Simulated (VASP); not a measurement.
**A VASP 6.6.1 single-point calculation on MgTe**

INCAR

```
ISMEAR = -1
NBANDS = 11
LASPH = .TRUE.
EDIFF = 1E-7
PREC = Accurate
ENCUT = 350
GGA = PE
NSW = 0
LREAL = .FALSE.
LCHARG = .FALSE.
ISIF = 2
SIGMA = 0.02
LWAVE = .FALSE.
IBRION = -1
NELM = 120
```

KPOINTS

```
KPOINTS created by Atomic Simulation Environment
0
Gamma
8 8 8
0 0 0
```

POSCAR

```
Mg Te
 1.0000000000000000
     0.0000000000000000    3.3828133334000001    3.3828133334000001
     3.3828133334000001    0.0000000000000000    3.3828133334000001
     3.3828133334000001    3.3828133334000001    0.0000000000000000
 Mg  Te
   1   1
Cartesian
  0.0000000000000000  0.0000000000000000  0.0000000000000000
  5.0742200001000013  5.0742200001000013  5.0742200001000013
```

The recommended PBE PAW datasets give the neutral cell 8 valence electrons.

Command

```
mpirun -np 1 vasp_std
```

Q: How does this run end, and what does it give?

A: It converged. Results: gap between bands v and c on the k mesh 1.84 eV; least direct gap on the k mesh 1.84 eV; pressure -3.1 GPa. Band v is the last that the valence electrons fill when counted band by band, and c is the next.

OSZICAR

```
N       E                     dE             d eps       ncg     rms          rms(c)
DAV:   1     0.173327014574E+02    0.17333E+02   -0.22423E+03   638   0.377E+02
DAV:   2    -0.512341775141E+01   -0.22456E+02   -0.21435E+02   779   0.706E+01
DAV:   3    -0.652614519094E+01   -0.14027E+01   -0.14009E+01   783   0.189E+01
DAV:   4    -0.655034977208E+01   -0.24205E-01   -0.24204E-01   833   0.305E+00
DAV:   5    -0.655069181466E+01   -0.34204E-03   -0.34204E-03   759   0.302E-01    0.265E+00
DAV:   6    -0.633593682666E+01    0.21475E+00   -0.42522E-01   671   0.207E+00    0.166E+00
DAV:   7    -0.630786803351E+01    0.28069E-01   -0.22190E-01   731   0.160E+00    0.887E-01
DAV:   8    -0.631210046743E+01   -0.42324E-02   -0.14887E-02   692   0.558E-01    0.179E-01
DAV:   9    -0.631187841742E+01    0.22205E-03   -0.84947E-04   731   0.126E-01    0.717E-02
DAV:  10    -0.631207257947E+01   -0.19416E-03   -0.41693E-04   725   0.894E-02    0.447E-02
DAV:  11    -0.631205895765E+01    0.13622E-04   -0.41800E-05   740   0.227E-02    0.127E-02
DAV:  12    -0.631206204236E+01   -0.30847E-05   -0.10504E-05   731   0.128E-02    0.602E-03
DAV:  13    -0.631206249399E+01   -0.45163E-06   -0.11090E-06   758   0.478E-03    0.344E-03
DAV:  14    -0.631206247450E+01    0.19494E-07   -0.57903E-08   743   0.116E-03
   1 F= -.63120625E+01 E0= -.63120625E+01  d E =-.243573E-11
```

For comparison, a separate PBE run of the intended cell, on usual settings and not on those above, gives a gap of 1.84 eV on its mesh and a pressure of -3.1 GPa.
